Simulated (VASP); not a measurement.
# PbSe (Clausthalite) (Fm-3m) in VASP: a series of runs

Aim: see how the results for PbSe (Clausthalite) move with the level of theory and the settings. Levels: vdW-DF, optPBE-vdW, optB88-vdW, BEEF-vdW, HSE06. Tasks: relaxation of cell and atoms, single point.

Everything below comes from runs of VASP 6.6.1. Logs are shortened: lines on timing, memory, paths and dates and some standing lists are left out, and cuts for length are marked.

### 1 The crystal as given

The structure is cubic, space group Fm-3m (No. 225). Conventional cell: a = 6.121 Å, b = 6.121 Å, c = 6.121 Å, α = 90.00°, β = 90.00°, γ = 90.00°. Pb (site symmetry m-3m) is surrounded by 6 Se at 3.06 Å. Around Se (site symmetry m-3m) lie 6 Pb at 3.06 Å.

### 2 Relaxation of cell and atoms, vdW-DF

INCAR

```
  PREC = Accurate
  ENCUT = 600
  EDIFF = 1E-6
  ISMEAR = -1
  SIGMA = 0.05
  LREAL = False
  LASPH = True
  NELM = 80
  ALGO = Normal
  ISIF = 3
  LWAVE = False
  LCHARG = False
  GGA = RE
  LUSE_VDW = True
  AGGAC = 0.0
  IBRION = 2
  NSW = 40
  EDIFFG = -0.01
```

KPOINTS

```
regular mesh
0
Gamma
  8 8 8
```

POSCAR

```
PbSe
1.0
    0.0000000000      3.0606500000      3.0606500000
    3.0606500000      0.0000000000      3.0606500000
    3.0606500000      3.0606500000      0.0000000000
Pb Se
1 1
Direct
    0.0000000000      0.0000000000      0.0000000000
    0.5000000000      0.5000000000      0.5000000000
```

Potentials or basis: VASP PAW PBE potentials, release 64 (Pb_d, Se).

Command:

```bash
cat potpaw_PBE.64/Pb_d/POTCAR potpaw_PBE.64/Se/POTCAR > POTCAR
mpirun -np 1 vasp_std > vasp.out
```

OUTCAR:

```text
PREC = Accurate
   ENCUT = 600
   EDIFF = 1E-6
   ISMEAR = -1
   LREAL = False
   LASPH = True
   NELM = 80
   ISIF = 3
   GGA = RE
   IBRION = 2
   NSW = 40
   EDIFFG = -0.01

 ion  position               nearest neighbor table
   1  0.000  0.000  0.000-   2 3.06   2 3.06   2 3.06   2 3.06   2 3.06   2 3.06
   2  0.500  0.500  0.500-   1 3.06   1 3.06   1 3.06   1 3.06   1 3.06   1 3.06

  LATTYP: Found a face centered cubic cell.
 ALAT       =     6.1213000000

  Lattice vectors:

 A1 = (   0.0000000000,   3.0606500000,   3.0606500000)
 A2 = (   3.0606500000,   0.0000000000,   3.0606500000)
 A3 = (   3.0606500000,   3.0606500000,   0.0000000000)

Analysis of symmetry for initial positions (statically):
=====================================================================
 Subroutine PRICEL returns:
 Original cell was already a primitive cell.

 Routine SETGRP: Setting up the symmetry group for a
 face centered cubic supercell.

 Subroutine GETGRP returns: Found 48 space group operations
 (whereof 48 operations were pure point group operations)
 out of a pool of 48 trial point group operations.

The static configuration has the point symmetry O_h .

Analysis of symmetry for dynamics (positions and initial velocities):
=====================================================================
 Subroutine PRICEL returns:
 Original cell was already a primitive cell.

 Routine SETGRP: Setting up the symmetry group for a
 face centered cubic supercell.

 Subroutine GETGRP returns: Found 48 space group operations
 (whereof 48 operations were pure point group operations)
 out of a pool of 48 trial point group operations.

The dynamic configuration has the point symmetry O_h .

 Subroutine INISYM returns: Found 48 space group operations
 (whereof 48 operations are pure point group operations),
 and found     1 'primitive' translations

----------------------------------------------------------------------------------------

                                     Primitive cell

  volume of cell :      57.3418

  direct lattice vectors                    reciprocal lattice vectors
     0.000000000  3.060650000  3.060650000    -0.163363991  0.163363991  0.163363991
     3.060650000  0.000000000  3.060650000     0.163363991 -0.163363991  0.163363991
     3.060650000  3.060650000  0.000000000     0.163363991  0.163363991 -0.163363991

  length of vectors
     4.328412740  4.328412740  4.328412740     0.282954733  0.282954733  0.282954733

  position of ions in fractional coordinates (direct lattice)
     0.000000000  0.000000000  0.000000000
     0.500000000  0.500000000  0.500000000

  ion indices of the primitive-cell ions
   primitive index   ion index
                 1           1
                 2           2

----------------------------------------------------------------------------------------

 KPOINTS: regular mesh

Automatic generation of k-mesh.
 Grid dimensions read from file:
 generate k-points for:    8    8    8

 Generating k-lattice:

  Cartesian coordinates                     Fractional coordinates (reciprocal lattice)
    -0.020420499  0.020420499  0.020420499     0.125000000  0.000000000  0.000000000
     0.020420499 -0.020420499  0.020420499     0.000000000  0.125000000  0.000000000
     0.020420499  0.020420499 -0.020420499     0.000000000  0.000000000  0.125000000

  Length of vectors
     0.035369342  0.035369342  0.035369342

  Shift w.r.t. Gamma in fractional coordinates (k-lattice)
     0.000000000  0.000000000  0.000000000

 Subroutine IBZKPT returns following result:
 ===========================================

 Found     29 irreducible k-points:

 Following reciprocal coordinates:
            Coordinates               Weight
  0.000000  0.000000  0.000000      1.000000
  0.125000  0.000000  0.000000      8.000000
  0.250000  0.000000  0.000000      8.000000
  0.375000  0.000000  0.000000      8.000000
  0.500000  0.000000  0.000000      4.000000
  0.125000  0.125000  0.000000      6.000000
[... 16 lines left out ...]
  0.500000  0.250000  0.125000     48.000000
 -0.375000  0.250000  0.125000     24.000000
 [... further k-points ...]
   k-points           NKPTS =     29   k-points in BZ     NKDIM =     29   number of bands    NBANDS=     14
   number of dos      NEDOS =    301   number of ions     NIONS =      2
   total plane-waves  NPLWV =  46656
   dimension x,y,z NGX =    36 NGY =   36 NGZ =   36
   dimension x,y,z NGXF=    72 NGYF=   72 NGZF=   72
   ions per type =               1   1
   NGX,Y,Z   is equivalent  to a cutoff of  13.83, 13.83, 13.83 a.u.
   NGXF,Y,Z  is equivalent  to a cutoff of  27.65, 27.65, 27.65 a.u.
 SYSTEM =  unknown system
   PREC   = accura    normal or accurate (medium, high low for compatibility)
   ISTART =      0    job   : 0-new  1-cont  2-samecut
   ICHARG =      2    charge: 1-file 2-atom 10-const
   ISPIN  =      1    spin polarized calculation?
   LNONCOLLINEAR =      F non collinear calculations
   LSORBIT =      F    spin-orbit coupling
   LASPH  =      T    aspherical Exc in radial PAW
   ENCUT  =  600.0 eV  44.10 Ry    6.64 a.u.   8.64  8.64  8.64*2*pi/ulx,y,z
   NELM   =     80;   NELMIN=  2; NELMDL= -5     # of ELM steps
   EDIFF  = 0.1E-05   stopping-criterion for ELM
   LREAL  =      F    real-space projection
   EDIFFG = -.1E-01   stopping-criterion for IOM
   NSW    =     40    number of steps for IOM
   IBRION =      2    ionic relax: 0-MD 1-quasi-New 2-CG
   NFREE  =      1    steps in history (QN), initial steepest desc. (CG)
   ISIF   =      3    stress and relaxation
   ISYM   =      2    0-nonsym 1-usesym 2-fastsym
   POTIM  = 0.5000    time-step for ionic-motion
   TEBEG  =    0.0;   TEEND  =   0.0 temperature during run
   PSTRESS=    0.0 pullay stress
   NELECT =      20.0000    total number of electrons
   NUPDOWN=      -1.0000    fix difference up-down
   EMIN   =  10.00;   EMAX   =-10.00  energy-range for DOS
   EFERMI =   0.00;   METHOD = LEGACY
   ISMEAR =    -1;   SIGMA  =   0.05  broadening in eV -4-tet -1-fermi 0-gaus
   EFERMI_NEDOS =   21; number of points for ismear=-14 and -15
   IALGO  =     38    algorithm
   IMIX   =      4    mixing-type and parameters
     AMIX     =   0.40;   BMIX     =  1.00
     AMIX_MAG =   1.60;   BMIX_MAG =  1.00
  volume/ion in A,a.u.               =      28.67       193.48
  Fermi-wavevector in a.u.,A,eV,Ry     =   1.152377  2.177676 18.068159  1.327972
  Thomas-Fermi vector in A             =   2.289028
   LORBIT       =      0    0 simple, 1 ext, 2 COOP (PROOUT), +10 PAW based schemes
   GGA     = RE    functional components
   LHFCALC =     F    Hartree Fock is set to
   AEXX    =    0.0000 exact exchange contribution
   IVDW_NL    =     1    kernel type
   BPARAM     = 6.3000
   IVDW    =     0    specifies the selected vdW correction
   LEPSILON=     F    determine dielectric tensor
   LRPA    =     F    only Hartree local field effects (RPA)
 conjugate gradient relaxation of ions
 non-spin polarized calculation
  energy-cutoff  :      600.00
  volume of cell :       57.34
 maximum number of plane-waves:      1930
   NGX = 17   NGY = 17   NGZ = 17

--------------------------------------- Ionic step        1  -------------------------------------------

 number of electron      20.0000001 magnetization

 Free energy of the ion-electron system (eV)
  ---------------------------------------------------
  ext. energy  EPLUGINS =         0.00000000
  ---------------------------------------------------
  free energy    TOTEN  =        -2.51455847 eV

  energy without entropy =       -2.51445994  energy(sigma->0) =       -2.51450920

 E-fermi :   5.3236     XC(G=0):  -9.3335

 val. band max:        5.1010399228   @ k =   0.5000   0.0000   0.0000
 cond. band min:       5.5460908948   @ k =   0.5000   0.0000   0.0000
 fundamental gap:      0.4450509720
 Fermi energy:         5.3235948342

 k-point     1 :       0.0000    0.0000    0.0000
  band No.  band energies     occupation
      1     -11.8271      2.00000
      2     -11.8271      2.00000
      3     -11.8271      2.00000
      4     -11.8213      2.00000
      5     -11.8213      2.00000
      6      -8.4563      2.00000
      7      -1.2571      2.00000
      8       3.2553      2.00000
      9       3.2553      2.00000
     10       3.2553      2.00000
     11       9.7844      0.00000
     12       9.7844      0.00000
     13       9.7844      0.00000
     14      11.8218      0.00000

 k-point     2 :       0.1250    0.0000    0.0000
  band No.  band energies     occupation
      1     -11.8267      2.00000
      2     -11.8267      2.00000
      3     -11.8265      2.00000
      4     -11.8205      2.00000
      5     -11.8205      2.00000
      6      -8.3390      2.00000
      7      -1.6421      2.00000
      8       3.2975      2.00000
      9       3.2975      2.00000
     10       3.5269      2.00000
[... 445 lines left out ...]
  FREE ENERGIE OF THE ION-ELECTRON SYSTEM (eV)
  ---------------------------------------------------
  free  energy   TOTEN  =        -2.5977547275 eV

  energy  without entropy=       -2.5977486982  energy(sigma->0) =       -2.59775171

Total vdW correction in eV:      3.7174690

--------------------------------------- Ionic step        3  -------------------------------------------

 number of electron      19.9999998 magnetization

 Free energy of the ion-electron system (eV)
  ---------------------------------------------------
  ext. energy  EPLUGINS =         0.00000000
  ---------------------------------------------------
  free energy    TOTEN  =        -2.60670506 eV

  energy without entropy =       -2.60669432  energy(sigma->0) =       -2.60669969

 E-fermi :   4.2144     XC(G=0):  -8.8846

 val. band max:        3.8596968244   @ k =   0.5000   0.0000   0.0000
 cond. band min:       4.5681937054   @ k =   0.5000   0.0000   0.0000
 fundamental gap:      0.7084968810
 Fermi energy:         4.2143712924

 k-point     1 :       0.0000    0.0000    0.0000
  band No.  band energies     occupation
      1     -12.8835      2.00000
      2     -12.8835      2.00000
      3     -12.8835      2.00000
      4     -12.8743      2.00000
      5     -12.8743      2.00000
      6      -8.8548      2.00000
      7      -2.6023      2.00000
      8       2.4998      2.00000
      9       2.4998      2.00000
     10       2.4998      2.00000
     11       8.3580      0.00000
     12       8.3580      0.00000
     13       8.3580      0.00000
     14      10.8314      0.00000

 k-point     2 :       0.1250    0.0000    0.0000
  band No.  band energies     occupation
      1     -12.8830      2.00000
      2     -12.8820      2.00000
      3     -12.8820      2.00000
      4     -12.8748      2.00000
      5     -12.8748      2.00000
      6      -8.7579      2.00000
      7      -2.8688      2.00000
      8       2.5358      2.00000
      9       2.5358      2.00000
     10       2.6758      2.00000
[... 400 lines left out ...]
 POSITION                                       TOTAL-FORCE (eV/Angst)
 -----------------------------------------------------------------------------------
      0.00000      0.00000      0.00000        -0.000000     -0.000000     -0.000000
      3.16507      3.16507      3.16507         0.000000      0.000000      0.000000
 -----------------------------------------------------------------------------------
    total drift:                               -0.000000      0.000000      0.000000

  FREE ENERGIE OF THE ION-ELECTRON SYSTEM (eV)
  ---------------------------------------------------
  free  energy   TOTEN  =        -2.6067050603 eV

  energy  without entropy=       -2.6066943192  energy(sigma->0) =       -2.60669969

Total vdW correction in eV:      3.6722071

 reached required accuracy - stopping structural energy minimisation
```

Wall time 4.2 min (1 thread of AMD EPYC 7R13 (Zen 3), shared host); peak memory 0.45 GiB.

Results:

```
Free energy                            : -2.6067 eV
Relaxed volume                         : 31.71 Å³/atom
Relaxed cell                           : a = 4.476 Å, b = 4.476 Å, c = 4.476 Å, α = 60.00°, β = 60.00°, γ = 60.00°
Space group after relaxing (to 0.05 Å) : Fm-3m (No. 225)
Energy gained by relaxing              : 46.1 meV/atom
Ionic steps                            : 3
Pressure after relaxing                : 0.0 GPa
Band gap on the k mesh                 : 0.71 eV, direct
```

Step by step:
```csv
step,energy change (eV),largest force (eV/Å),pressure (GPa),volume (Å³)
1,0.0000,0.0000,5.30,57.34
2,-0.0832,0.0000,-1.29,65.59
3,-0.0921,0.0000,0.02,63.41
```

Final structure:
```
Pb Se
1.0
     0.00000    3.16507    3.16507
     3.16507    0.00000    3.16507
     3.16507    3.16507    0.00000
Pb Se
1 1
Direct
  0.00000 0.00000 0.00000
  0.50000 0.50000 0.50000
```

Caveat: the PAW data sets were made with another functional, which shifts forces and pressure a little; spin-orbit coupling is left out, which as a rule narrows the gap of such compounds by several tenths of an eV; the volume moved by +11 % from the deposited cell, more than functionals usually miss.

[end of part 1 of 3]
